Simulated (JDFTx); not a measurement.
**Si2W: single point with PBEsol**

Si2W:

```
W Si
1.0
    -1.60690    1.60690    3.91495
     1.60690   -1.60690    3.91495
     1.60690    1.60690   -3.91495
W Si
1 2
Direct
  0.00000 0.00000 0.00000
  0.66530 0.66530 0.00000
  0.33470 0.33470 0.00000
```

```json
{"Program": "JDFTx 1.7.0 (patched build)", "Task": "single point", "Functional": "PBEsol", "Potentials or basis": "PseudoDojo-SR-PBEsol-0.4.1-standard with smoothed tails", "Cutoff": "1007 eV", "Density cutoff": "8055 eV", "k mesh": "12 × 12 × 12", "Occupations": "fermi-dirac, width 0.05 eV", "Spin": "no spin polarisation", "Local potential set to -Z/r beyond": "6 bohr", "Bands": "17", "Density cutoff over wavefunction cutoff": "8", "Max SCF steps": "100", "SCF threshold on the energy": "1e-09 Ha", "Solver of the electrons": "scf", "Further solve for the empty bands": "yes"}
```

```json
{"Pressure": "-2.0 GPa", "Largest force": "0.024 eV/Å", "Band gap on the k mesh": "none (metal or under the smearing width)"}
```

Forces in eV/Å, atoms in the order of the input:
```
W    0.000  0.000  0.000
Si   0.000  0.000  0.024
Si   0.000  0.000 -0.024
```

Stress tensor (GPa, compression positive):
```
-2.14  0.00  0.00
 0.00 -2.14  0.00
 0.00  0.00 -1.59
```

Levels at points of the mesh, in eV from the Fermi level:
| k point | band 7 | band 8 | band 9 | band 10 | band 11 | band 12 | band 13 | band 14 | band 15 | band 16 |
| --- | --- | --- | --- | --- | --- | --- | --- | --- | --- | --- |
| (0.00, 0.00, 0.00) | -3.73 | -3.36 | -2.85 | -2.85 | 0.59 | 2.75 | 2.91 | 3.07 | 3.07 | 4.59 |
| (0.00, 0.00, 0.50) | -6.01 | -5.48 | -5.03 | -3.27 | -1.77 | 2.80 | 2.93 | 3.09 | 3.89 | 4.31 |
| (0.00, 0.50, 0.00) | -5.77 | -4.86 | -2.81 | -2.79 | -0.46 | 2.66 | 2.79 | 3.93 | 4.40 | 5.09 |
| (0.50, 0.50, 0.50) | -3.88 | -2.60 | -0.84 | -0.84 | -0.52 | -0.52 | 0.77 | 4.51 | 4.84 | 6.12 |

Run time: 4.9 min on 1 thread of AMD EPYC 9R45 96-Core Processor (Zen 5), on a shared host, peak memory 0.71 GiB.

Caveat: the empty levels aren't tightly converged. The run has no spin-orbit coupling, so splittings on W are missing.
